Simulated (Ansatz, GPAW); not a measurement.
This is a calculation of Sn for Ansatz 0.2.0. This isn't the form of Sn at room conditions, which is tetragonal (white tin).

The input input.yaml:

```yaml
crystal:
  lattice:
    - [-1.8946518192, 1.8946518192, 1.8946518192]
    - [1.8946518192, -1.8946518192, 1.8946518192]
    - [1.8946518192, 1.8946518192, -1.8946518192]
  atoms:
    - { symbol: Sn, position: [0.0, 0.0, 0.0] }
hamiltonian:
  xc: lda
  pseudopotentials: { kind: paw }
kpoints:
  mp_grid: { grid: [10, 10, 10] }
scf:
  occupations: { method: gaussian, width: 0.02 }
output:
  forces: true
  stress: true
  eigenvalues: true
```

Potentials or basis: Ansatz PAW.

Command:

```console
$ ansatz run input.yaml --threads 2 --pin off --max-ram 5632MiB --backend cpu --events-out ev --progress --plain --runs-dir out
```

What does the same run look like in GPAW 26.7.0 (ASE script)? Potentials or basis there: the program's PAW data sets (release 1.2.1) made for this functional, cutoff 600 eV.

As run (cutoffs and basis follow the program's own potentials, and thresholds, step limits or extra output files can differ):

File run.py:

```python
from ase.dft.bandgap import bandgap
from ase.io import read, write
from ase.units import GPa
from gpaw import GPAW, PW

atoms = read('Sn.xyz')

calc = GPAW(mode=PW(600),
            xc='LDA',
            kpts={'size': (10, 10, 10), 'gamma': True},
            occupations={'name': 'methfessel-paxton', 'order': 0, 'width': 0.02},
            nbands=14,
            convergence={'density': 1e-05, 'energy': 1e-05},
            maxiter=150,
            txt='gpaw.txt')
atoms.calc = calc
energy = atoms.get_potential_energy()
forces = atoms.get_forces()
stress = atoms.get_stress()
calc.write('gs.gpw')
write('result.traj', atoms)
print(f'Energy: {energy:.6f} eV')
print('Forces (eV/A):')
print(forces.round(4))
print('Stress (GPa):', (stress / GPa).round(3))
print('Fermi level:', round(calc.get_fermi_level(), 4), 'eV')
print(f'Gap: {bandgap(calc)[0]:.4f} eV, direct: {bandgap(calc, direct=True)[0]:.4f} eV')
```

File Sn.xyz:

```xyz
1
Lattice="-1.8946518192 1.8946518192 1.8946518192 1.8946518192 -1.8946518192 1.8946518192 1.8946518192 1.8946518192 -1.8946518192" Properties=species:S:1:pos:R:3 pbc="T T T"
Sn     0.0000000000      0.0000000000      0.0000000000
```

Potentials or basis: the program's PAW data sets (release 1.2.1) made for this functional, pw.

The run is started by

```bash
$ OMP_NUM_THREADS=1 python run.py
```

Both were run:

|  | Ansatz | GPAW |
| --- | --- | --- |
| Pressure | -3.4 GPa | -3.6 GPa |

Ansatz's pressure holds a Pulay term of +0.03 GPa for its cutoff of 420 eV, which the other run lacks.

Ansatz's potentials were made for PBE.

Where Ansatz's input types no cutoff or centring, it takes its own default and a Γ-centred mesh.

The two programs' LDA may be different fits to the electron gas.

Pressure is positive in compression.
